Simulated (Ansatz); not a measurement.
**BN (rocksalt): gap against strain (xy shear, engineering strain (angle))**

BN in the rocksalt structure, relaxed with r2SCAN in Ansatz, then strained (xy shear, engineering strain (angle); angles, axes as in the cell below) with the atoms relaxed again within the symmetry that is left. Space group Fm-3m (No. 225), cubic; conventional cell a = 3.492 Å, 5.32 Å³ an atom. Around B lie 6 N at 1.75 Å; around N lie 6 B at 1.75 Å. Note: simulated data, non-magnetic, for a generated structure that need not be the stable one.

```
CELL_PARAMETERS angstrom
0.00000 1.74583 1.74583
1.74583 0.00000 1.74583
1.74583 1.74583 0.00000
ATOMIC_POSITIONS crystal
B 0.00000 0.00000 0.00000
N 0.50000 0.50000 0.50000
```

Gaps are the least over each mesh (PBE 12×12×12, HSE06 8×8×8 when unstrained) and the special points, which keep their unstrained names; stress is the change from the unstrained cell, compression positive.

```
strain (%)  gap, PBE (eV)  gap, HSE06 (eV)    edges, HSE06  xy stress, r2SCAN (GPa)  energy rise, r2SCAN (meV/atom)
       0.0          1.201            2.182  Γ–K (0.45) → X                     0.00                             0.0
      +1.0          1.111            2.094  Γ–K (0.44) → X                        –                               –
     +1.63          1.048            2.031  Γ–K (0.44) → X                        –                               –
     +2.12          0.994            1.977  Γ–K (0.44) → X                        –                               –
```

Q: Estimate the row for a strain of -2.5 %.

A:
```
strain (%)  gap, PBE (eV)  gap, HSE06 (eV)    edges, HSE06  xy stress, r2SCAN (GPa)  energy rise, r2SCAN (meV/atom)
      -2.5          0.949            1.932  Γ–K (0.44) → X                        –                               –
```

Where an edge lies off the special points, it is a point of the mesh or the k point where a search put PBE's edge or least direct gap, reused for the other functionals, whose own edges may lie a little apart.

The meshes of the hybrids are coarse, so their gaps aren't converged to the digits shown.
